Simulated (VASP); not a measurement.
# ZnS (Wurtzite-2H) (P6_3mc) in VASP: a series of runs

One crystal, ZnS (Wurtzite-2H), is run at these levels: PBE; tasks: single point.

All numbers are computed with VASP 6.6.1; they aren't measurements. Logs are shortened: lines on timing, memory, paths and dates and some standing lists are left out, and cuts for length are marked.

### Step 1. The undisturbed crystal

The structure is hexagonal, space group P6_3mc (No. 186). The conventional cell has a = 3.811 Å, b = 3.811 Å, c = 6.234 Å, α = 90.00°, β = 90.00°, γ = 120.00°. Zn (site symmetry 3m) is surrounded by 4 S at 2.31 to 2.40 Å. S (site symmetry 3m) has 4 Zn at 2.31 to 2.40 Å as nearest neighbours.

### Step 2. Single point, PBE (grid = ENCUT=400 dk=0.45 cell=2x2x1 ISMEAR=0 SIGMA=0.05 LREAL=Auto EDIFF=1e-06)

Contents of INCAR:

```
ALGO = Fast
EDIFF = 1E-6
ENCUT = 400
GGA = PE
ISIF = 2
ISMEAR = 0
LASPH = True
LCHARG = False
LREAL = Auto
LWAVE = False
NBANDS = 80
NELM = 120
PREC = Accurate
SIGMA = 0.05
```

Contents of KPOINTS:

```
k-points
0
Gamma
  3 3 3
```

Contents of POSCAR:

```
ZnS
1.0
    7.6220000000      0.0000000000      0.0000000000
   -3.8110000000      6.6008456276      0.0000000000
    0.0000000000      0.0000000000      6.2340000000
S Zn
8 8
Direct
    0.3333333334      0.1666666666      0.5000000000
    0.3333333334      0.1666666666      0.8850000000
    0.3333333334      0.6666666666      0.8850000000
    0.8333333333      0.1666666666      0.8850000000
    0.8333333333      0.6666666666      0.8850000000
    0.1666666666      0.3333333334      0.3850000000
    0.6666666666      0.3333333334      0.3850000000
    0.6666666666      0.8333333333      0.3850000000
    0.3333333334      0.6666666666      0.5000000000
    0.8333333333      0.1666666666      0.5000000000
    0.8333333333      0.6666666666      0.5000000000
    0.1666666666      0.3333333334      0.0000000000
    0.1666666666      0.8333333333      0.0000000000
    0.6666666666      0.3333333334      0.0000000000
    0.6666666666      0.8333333333      0.0000000000
    0.1666666666      0.8333333333      0.3850000000
```

Potentials or basis: VASP PAW PBE potentials, release 64 (S, Zn).

Started as:

```sh
> cat potpaw_PBE.64/S/POTCAR potpaw_PBE.64/Zn/POTCAR > POTCAR
> mpirun -np 1 vasp_std > vasp.out
```

OUTCAR:

```text
EDIFF = 1E-6
   ENCUT = 400
   GGA = PE
   ISIF = 2
   ISMEAR = 0
   LASPH = True
   LREAL = Auto
   NELM = 120
   PREC = Accurate

 Found     10 irreducible k-points:

 Following reciprocal coordinates:
            Coordinates               Weight
  0.000000  0.000000  0.000000      1.000000
  0.333333  0.000000  0.000000      4.000000
  0.000000  0.333333  0.000000      2.000000
  0.333333  0.333333  0.000000      2.000000
  0.000000  0.000000  0.333333      2.000000
  0.333333  0.000000  0.333333      4.000000
   k-points           NKPTS =     10   k-points in BZ     NKDIM =     10   number of bands    NBANDS=     80
   number of dos      NEDOS =    301   number of ions     NIONS =     16
   total plane-waves  NPLWV = 105000
   dimension x,y,z NGX =    50 NGY =   50 NGZ =   42
   dimension x,y,z NGXF=   100 NGYF=  100 NGZF=   84
   ions per type =               8   8
   NGX,Y,Z   is equivalent  to a cutoff of  10.91, 10.91, 11.20 a.u.
   NGXF,Y,Z  is equivalent  to a cutoff of  21.81, 21.81, 22.40 a.u.
 SYSTEM =  unknown system
   PREC   = accura    normal or accurate (medium, high low for compatibility)
   ISTART =      0    job   : 0-new  1-cont  2-samecut
   ICHARG =      2    charge: 1-file 2-atom 10-const
   ISPIN  =      1    spin polarized calculation?
   LNONCOLLINEAR =      F non collinear calculations
   LSORBIT =      F    spin-orbit coupling
   LASPH  =      T    aspherical Exc in radial PAW
   ENCUT  =  400.0 eV  29.40 Ry    5.42 a.u.  12.43 12.43 10.17*2*pi/ulx,y,z
   NELM   =    120;   NELMIN=  2; NELMDL= -5     # of ELM steps
   EDIFF  = 0.1E-05   stopping-criterion for ELM
   LREAL  =      T    real-space projection
   EDIFFG = 0.1E-04   stopping-criterion for IOM
   NSW    =      0    number of steps for IOM
   IBRION =     -1    ionic relax: 0-MD 1-quasi-New 2-CG
   NFREE  =      0    steps in history (QN), initial steepest desc. (CG)
   ISIF   =      2    stress and relaxation
   ISYM   =      2    0-nonsym 1-usesym 2-fastsym
   POTIM  = 0.5000    time-step for ionic-motion
   TEBEG  =    0.0;   TEEND  =   0.0 temperature during run
   PSTRESS=    0.0 pullay stress
   NELECT =     144.0000    total number of electrons
   NUPDOWN=      -1.0000    fix difference up-down
   EMIN   =  10.00;   EMAX   =-10.00  energy-range for DOS
   EFERMI =   0.00;   METHOD = LEGACY
   ISMEAR =     0;   SIGMA  =   0.05  broadening in eV -4-tet -1-fermi 0-gaus
   EFERMI_NEDOS =   21; number of points for ismear=-14 and -15
   IALGO  =     68    algorithm
   IMIX   =      4    mixing-type and parameters
     AMIX     =   0.40;   BMIX     =  1.00
     AMIX_MAG =   1.60;   BMIX_MAG =  1.00
  volume/ion in A,a.u.               =      19.60       132.29
  Fermi-wavevector in a.u.,A,eV,Ry     =   1.262943  2.386617 21.701647  1.595026
  Thomas-Fermi vector in A             =   2.396326
   LORBIT       =      0    0 simple, 1 ext, 2 COOP (PROOUT), +10 PAW based schemes
   GGA     = PE    functional components
   LHFCALC =     F    Hartree Fock is set to
   AEXX    =    0.0000 exact exchange contribution
   IVDW    =     0    specifies the selected vdW correction
   LEPSILON=     F    determine dielectric tensor
   LRPA    =     F    only Hartree local field effects (RPA)
 non-spin polarized calculation
 RMM-DIIS sequential band-by-band and
 Gauss-broadening in eV      SIGMA  =   0.05
  energy-cutoff  :      400.00
  volume of cell :      313.64
 maximum number of plane-waves:      5726
 NGX is ok and might be reduce to    50
   NGX = 25   NGY = 25   NGZ = 21

 number of electron     143.9999789 magnetization

 Free energy of the ion-electron system (eV)
  ---------------------------------------------------
  ext. energy  EPLUGINS =         0.00000000
  ---------------------------------------------------
  free energy    TOTEN  =       -47.38629947 eV

  energy without entropy =      -47.37920793  energy(sigma->0) =      -47.38275370

 E-fermi :   3.6592     XC(G=0):  -9.6988

 val. band max:        3.6460630266   @ k =   0.0000  -0.3333   0.3333
 cond. band min:       3.6604003551   @ k =   0.0000   0.3333   0.0000
 fundamental gap:      0.0143373285
 Fermi energy:         3.6592234898

 k-point     1 :       0.0000    0.0000    0.0000
  band No.  band energies     occupation
      1     -12.1237      2.00000
      2     -10.6113      2.00000
      3     -10.3168      2.00000
      4     -10.2963      2.00000
      5      -9.9808      2.00000
      6      -9.9180      2.00000
[... 72 lines left out ...]
     79       6.0572      0.00000
     80       6.3026      0.00000

 k-point     2 :       0.3333    0.0000    0.0000
  band No.  band energies     occupation
      1     -12.0743      2.00000
      2     -10.6820      2.00000
      3     -10.3631      2.00000
      4     -10.2533      2.00000
      5     -10.0317      2.00000
      6      -9.9480      2.00000
[... 72 lines left out ...]
     79       7.0646      0.00000
     80       7.1719      0.00000

 k-point     3 :       0.0000    0.3333    0.0000
  band No.  band energies     occupation
      1     -12.0980      2.00000
      2     -10.5628      2.00000
      3     -10.3295      2.00000
      4     -10.2462      2.00000
      5     -10.1599      2.00000
      6      -9.9119      2.00000
[... 72 lines left out ...]
     79       6.9451      0.00000
     80       7.0342      0.00000

 k-point     4 :       0.3333    0.3333    0.0000
  band No.  band energies     occupation
      1     -12.0605      2.00000
      2     -10.6400      2.00000
      3     -10.4502      2.00000
      4     -10.1868      2.00000
      5     -10.0392      2.00000
      6      -9.9783      2.00000
[... 72 lines left out ...]
     79       7.0923      0.00000
     80       7.3296      0.00000

 k-point     5 :       0.0000    0.0000    0.3333
  band No.  band energies     occupation
      1     -12.0345      2.00000
      2     -10.6805      2.00000
      3     -10.2940      2.00000
      4     -10.2586      2.00000
      5      -9.9843      2.00000
      6      -9.9658      2.00000
[... 72 lines left out ...]
     79       5.9988      0.00000
     80       6.1865      0.00000

 k-point     6 :       0.3333    0.0000    0.3333
  band No.  band energies     occupation
      1     -11.9940      2.00000
      2     -10.5687      2.00000
      3     -10.4496      2.00000
      4     -10.2517      2.00000
      5     -10.0927      2.00000
      6      -9.9720      2.00000
[... 72 lines left out ...]
     79       6.6125      0.00000
     80       6.8488      0.00000

 [... further k-points ...]

------------------------ aborting loop because EDIFF is reached ----------------------------------------

  FORCE on cell =-STRESS in cart. coord.  units (eV):
  Direction    XX          YY          ZZ          XY          YZ          ZX
  --------------------------------------------------------------------------------------
  -------------------------------------------------------------------------------------
  Total       13.1484636      7.4156827      7.8893981      0.0000000     -0.7221602      0.0000000
  in kB       67.1661215     37.8814335     40.3013075      0.0000000     -3.6890014      0.0000000
  external PRESSURE =      48.4496209 kB  Pullay stress =       0.0000000 kB

 VOLUME and BASIS-vectors are now :
 -----------------------------------------------------------------------------
  energy-cutoff  :      400.00
  volume of cell :      313.64
      direct lattice vectors                 reciprocal lattice vectors
     7.622000000  0.000000000  0.000000000     0.131199160  0.075747871  0.000000000
    -3.811000000  6.600845628  0.000000000     0.000000000  0.151495741  0.000000000
     0.000000000  0.000000000  6.234000000     0.000000000  0.000000000  0.160410651

 POSITION                                       TOTAL-FORCE (eV/Angst)
 -----------------------------------------------------------------------------------
      1.90550      1.10014      3.11700         0.000000     -0.537469     -0.500075
      1.90550      1.10014      5.51709         0.000000     -0.780146      1.249866
      0.00000      4.40056      5.51709         0.006799     -0.036926     -0.259210
      5.71650      1.10014      5.51709         0.000000     -0.013428     -0.355712
      3.81100      4.40056      5.51709        -0.006799     -0.036926     -0.259210
     -0.00000      2.20028      2.40009        -0.939619      0.353176     -0.637151
[... 8 lines left out ...]
      1.90550      5.50070      0.00000         0.000000      0.017301      0.369340
     -1.90550      5.50070      2.40009         0.000000      1.126337      0.034353
 -----------------------------------------------------------------------------------
    total drift:                                0.000010     -0.000303      0.000147

  FREE ENERGIE OF THE ION-ELECTRON SYSTEM (eV)
  ---------------------------------------------------
  free  energy   TOTEN  =       -47.3862994686 eV

  energy  without entropy=      -47.3792079339  energy(sigma->0) =      -47.38275370
```

Wall time 5.5 min (1 thread of Intel Xeon Platinum 8488C (Sapphire Rapids), shared host); peak memory 0.37 GiB.

The run converged, but some of its settings lie outside the range that counts as converged, so its numbers aren't taken as properties of the crystal.

What came out:

* Free energy: -47.3863 eV
* Pressure: 4.8 GPa
* Largest force: 1.473 eV/Å
* Band gap on the k mesh: none (metal or under the smearing width)

### Step 3. Single point, PBE (grid = ENCUT=400 dk=0.45 cell=2x2x1 ISMEAR=0 SIGMA=0.05 LREAL=False EDIFF=1e-06)

INCAR, as its differences from that of step 2:

```diff
@@ -8,3 +8,3 @@
 LCHARG = False
-LREAL = Auto
+LREAL = False
 LWAVE = False
```

KPOINTS is that of step 2.

POSCAR is that of step 2.

Potentials or basis: VASP PAW PBE potentials, release 64 (S, Zn).

Started as:

```sh
> cat potpaw_PBE.64/S/POTCAR potpaw_PBE.64/Zn/POTCAR > POTCAR
> mpirun -np 1 vasp_std > vasp.out
```

Wall time 4.6 min (1 thread of Intel Xeon Platinum 8488C (Sapphire Rapids), shared host); peak memory 0.37 GiB.

The run converged, but some of its settings lie outside the range that counts as converged, so its numbers aren't taken as properties of the crystal.

Results:

* Free energy: -47.3800 eV
* Pressure: 4.8 GPa
* Largest force: 1.473 eV/Å
* Band gap on the k mesh: none (metal or under the smearing width)

### Step 4. Single point, PBE (grid = ENCUT=400 dk=0.45 cell=2x2x1 ISMEAR=0 SIGMA=0.2 LREAL=Auto EDIFF=1e-06)

Contents of INCAR:

```
ALGO = Fast
EDIFF = 1E-6
ENCUT = 400
GGA = PE
ISIF = 2
ISMEAR = 0
LASPH = True
LCHARG = False
LREAL = Auto
LWAVE = False
NBANDS = 80
NELM = 120
PREC = Accurate
SIGMA = 0.2
```

KPOINTS is that of step 3.

POSCAR is that of step 3.

Potentials or basis: VASP PAW PBE potentials, release 64 (S, Zn).

Started as:

```sh
> cat potpaw_PBE.64/S/POTCAR potpaw_PBE.64/Zn/POTCAR > POTCAR
> mpirun -np 1 vasp_std > vasp.out
```

OUTCAR:

```text
EDIFF = 1E-6
   ENCUT = 400
   GGA = PE
   ISIF = 2
   ISMEAR = 0
   LASPH = True
   LREAL = Auto
   NELM = 120
   PREC = Accurate

 Found     10 irreducible k-points:

 Following reciprocal coordinates:
            Coordinates               Weight
  0.000000  0.000000  0.000000      1.000000
  0.333333  0.000000  0.000000      4.000000
  0.000000  0.333333  0.000000      2.000000
  0.333333  0.333333  0.000000      2.000000
  0.000000  0.000000  0.333333      2.000000
  0.333333  0.000000  0.333333      4.000000
   k-points           NKPTS =     10   k-points in BZ     NKDIM =     10   number of bands    NBANDS=     80
   number of dos      NEDOS =    301   number of ions     NIONS =     16
   total plane-waves  NPLWV = 105000
   dimension x,y,z NGX =    50 NGY =   50 NGZ =   42
   dimension x,y,z NGXF=   100 NGYF=  100 NGZF=   84
   ions per type =               8   8
   NGX,Y,Z   is equivalent  to a cutoff of  10.91, 10.91, 11.20 a.u.
   NGXF,Y,Z  is equivalent  to a cutoff of  21.81, 21.81, 22.40 a.u.
 SYSTEM =  unknown system
   PREC   = accura    normal or accurate (medium, high low for compatibility)
   ISTART =      0    job   : 0-new  1-cont  2-samecut
   ICHARG =      2    charge: 1-file 2-atom 10-const
   ISPIN  =      1    spin polarized calculation?
   LNONCOLLINEAR =      F non collinear calculations
   LSORBIT =      F    spin-orbit coupling
   LASPH  =      T    aspherical Exc in radial PAW
   ENCUT  =  400.0 eV  29.40 Ry    5.42 a.u.  12.43 12.43 10.17*2*pi/ulx,y,z
   NELM   =    120;   NELMIN=  2; NELMDL= -5     # of ELM steps
   EDIFF  = 0.1E-05   stopping-criterion for ELM
   LREAL  =      T    real-space projection
   EDIFFG = 0.1E-04   stopping-criterion for IOM
   NSW    =      0    number of steps for IOM
   IBRION =     -1    ionic relax: 0-MD 1-quasi-New 2-CG
   NFREE  =      0    steps in history (QN), initial steepest desc. (CG)
   ISIF   =      2    stress and relaxation
   ISYM   =      2    0-nonsym 1-usesym 2-fastsym
   POTIM  = 0.5000    time-step for ionic-motion
   TEBEG  =    0.0;   TEEND  =   0.0 temperature during run
   PSTRESS=    0.0 pullay stress
   NELECT =     144.0000    total number of electrons
   NUPDOWN=      -1.0000    fix difference up-down
   EMIN   =  10.00;   EMAX   =-10.00  energy-range for DOS
[... 15 lines left out ...]
   LEPSILON=     F    determine dielectric tensor
   LRPA    =     F    only Hartree local field effects (RPA)
 non-spin polarized calculation
 RMM-DIIS sequential band-by-band and
 Gauss-broadening in eV      SIGMA  =   0.20
  energy-cutoff  :      400.00
  volume of cell :      313.64
 maximum number of plane-waves:      5726
 NGX is ok and might be reduce to    50
   NGX = 25   NGY = 25   NGZ = 21

 number of electron     143.9999789 magnetization

 Free energy of the ion-electron system (eV)
  ---------------------------------------------------
  ext. energy  EPLUGINS =         0.00000000
  ---------------------------------------------------
  free energy    TOTEN  =       -47.43452263 eV

  energy without entropy =      -47.33551978  energy(sigma->0) =      -47.38502121

 E-fermi :   3.6400     XC(G=0):  -9.6989

 val. band max:        3.5549499138   @ k =  -0.3333   0.0000   0.3333
 cond. band min:       3.6447532213   @ k =   0.0000  -0.3333   0.3333
 fundamental gap:      0.0898033075
 Fermi energy:         3.6400231057

 k-point     1 :       0.0000    0.0000    0.0000
  band No.  band energies     occupation
      1     -12.1155      2.00000
      2     -10.6121      2.00000
      3     -10.3099      2.00000
      4     -10.2922      2.00000
      5      -9.9787      2.00000
      6      -9.9172      2.00000
[... 487 lines left out ...]
     79       6.6145      0.00000
     80       6.8495      0.00000

 [... further k-points ...]

------------------------ aborting loop because EDIFF is reached ----------------------------------------

  FORCE on cell =-STRESS in cart. coord.  units (eV):
  Direction    XX          YY          ZZ          XY          YZ          ZX
  --------------------------------------------------------------------------------------
  -------------------------------------------------------------------------------------
  Total       13.1863579      7.4026443      8.0049891      0.0000000     -0.7289725      0.0000000
  in kB       67.3596967     37.8148293     40.8917795      0.0000000     -3.7238005      0.0000000
  external PRESSURE =      48.6887685 kB  Pullay stress =       0.0000000 kB

 VOLUME and BASIS-vectors are now :
 -----------------------------------------------------------------------------
  energy-cutoff  :      400.00
  volume of cell :      313.64
      direct lattice vectors                 reciprocal lattice vectors
     7.622000000  0.000000000  0.000000000     0.131199160  0.075747871  0.000000000
    -3.811000000  6.600845628  0.000000000     0.000000000  0.151495741  0.000000000
     0.000000000  0.000000000  6.234000000     0.000000000  0.000000000  0.160410651

 POSITION                                       TOTAL-FORCE (eV/Angst)
 -----------------------------------------------------------------------------------
      1.90550      1.10014      3.11700        -0.000000     -0.538169     -0.519054
      1.90550      1.10014      5.51709        -0.000000     -0.767581      1.246383
      0.00000      4.40056      5.51709         0.008560     -0.033005     -0.270697
      5.71650      1.10014      5.51709        -0.000000     -0.015051     -0.357568
      3.81100      4.40056      5.51709        -0.008560     -0.033005     -0.270697
     -0.00000      2.20028      2.40009        -0.972864      0.338367     -0.630422
[... 8 lines left out ...]
      1.90550      5.50070      0.00000        -0.000000      0.020507      0.362394
     -1.90550      5.50070      2.40009        -0.000000      1.140431      0.020541
 -----------------------------------------------------------------------------------
    total drift:                                0.000010     -0.000314      0.000229

  FREE ENERGIE OF THE ION-ELECTRON SYSTEM (eV)
  ---------------------------------------------------
  free  energy   TOTEN  =       -47.4345226339 eV

  energy  without entropy=      -47.3355197805  energy(sigma->0) =      -47.38502121
```

Run time: 5.3 min. Hardware: 1 thread of Intel Xeon Platinum 8488C (Sapphire Rapids), shared host; peak memory 0.37 GiB.

The run converged, but some of its settings lie outside the range that counts as converged, so its numbers aren't taken as properties of the crystal.

Results:

```yaml
Free_energy: -47.4345 eV
Pressure: 4.9 GPa
Largest_force: 1.464 eV/Å
Band_gap_on_the_k_mesh: none (metal or under the smearing width)
```

(Part 1 of 2 ends here.)
